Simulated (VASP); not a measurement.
Set up this calculation in VASP 6.6.1, as the native input.

- Task: single point
- Functional: PBE
- Potentials or basis: VASP PAW PBE potentials, release 64 (C)
- Cutoff: 520 eV
- k mesh: 16 × 16 × 4
- Occupations: fermi-dirac, width 0.05 eV
- Spin: no spin polarisation
- Further INCAR settings: ALGO = Normal; EDIFF = 1e-06

The structure of C lies in POSCAR:

```
C
1.0
    2.4610000000      0.0000000000      0.0000000000
   -1.2305000000      2.1312885187      0.0000000000
    0.0000000000      0.0000000000      6.7080000000
C
4
Direct
    0.0000000000      0.0000000000      0.2500000000
    0.3333333333      0.6666666667      0.2500000000
    0.0000000000      0.0000000000      0.7500000000
    0.3333333333      0.6666666667      0.7500000000
```

The cell was built by a generator and needn't be a form met in nature.

One way to write it, as run:

INCAR

```
  PREC = Accurate
  ENCUT = 520
  EDIFF = 1E-6
  ISMEAR = -1
  SIGMA = 0.05
  LREAL = False
  LASPH = True
  NELM = 100
  ALGO = Normal
  ISIF = 2
  LWAVE = False
  LCHARG = False
  GGA = PE
```

KPOINTS

```
regular mesh
0
Gamma
  16 16 4
```

Potentials or basis: VASP PAW PBE potentials, release 64 (C).

Command:

```bash
$ cat potpaw_PBE.64/C/POTCAR > POTCAR
$ mpirun -np 1 vasp_std > vasp.out
```

Results of the run:

* Pressure: 3.8 GPa
* Band gap on the k mesh: 0.12 eV

Caveat: this functional lacks dispersion, which binds the layers, so the pressure and a relaxed spacing across them are unreliable.

It took 19 s on 1 thread of Intel(R) Xeon(R) Platinum 8559C (Emerald Rapids), on a shared host, peak memory 0.15 GiB.
